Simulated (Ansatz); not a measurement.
Crystal: Te2Mo.

```
Te Mo
1.0
     3.51820    0.00000    0.00000
    -1.75910    3.04685    0.00000
     0.00000    0.00000   13.97360
Te Mo
4 2
Cartesian
  1.7591 1.0156 5.2960
  0.0000 2.0312 12.2828
  1.7591 1.0156 1.6908
  0.0000 2.0312 8.6776
  1.7591 1.0156 10.4802
  0.0000 2.0312 3.4934
```

* Program: Ansatz 0.2.0
* Task: relaxation of cell and atoms
* Functional: PBE
* Dispersion: D4
* Potentials or basis: Ansatz PAW
* Cutoff: 420 eV (not typed: the program's choice for these potentials)
* k mesh: 9 × 9 × 2
* Occupations: fermi-dirac, width 0.05 eV
* Spin: no spin polarisation

At the start: volume 24.96 Å³/atom.

How do energy, volume and symmetry change on relaxing?

It ends after 5 steps and the volume is 24.30 Å³/atom (-2.7 %); space group P6_3/mmc (No. 194, to 0.05 Å).

Step by step:
```
step  energy change (eV)  largest force (eV/Å)  volume (Å³)
   1              0.0000                0.1568       149.79
   2             -0.0161                0.0042       146.87
   3             -0.0177                0.0174       145.80
   4             -0.0177                0.0040       145.82
   5             -0.0169                0.0040       145.82
```

Final structure:
```
CELL_PARAMETERS angstrom
3.50121 0.00000 0.00000
-1.75061 3.03214 0.00000
0.00000 0.00000 13.73552
ATOMIC_POSITIONS crystal
Te 0.66667 0.33333 0.38220
Te 0.33333 0.66667 0.88220
Te 0.66667 0.33333 0.11780
Te 0.33333 0.66667 0.61780
Mo 0.66667 0.33333 0.75000
Mo 0.33333 0.66667 0.25000
```

Caveat: the plane-wave basis is chosen anew once the cell has moved, so the energies of steps on either side of that aren't comparable.
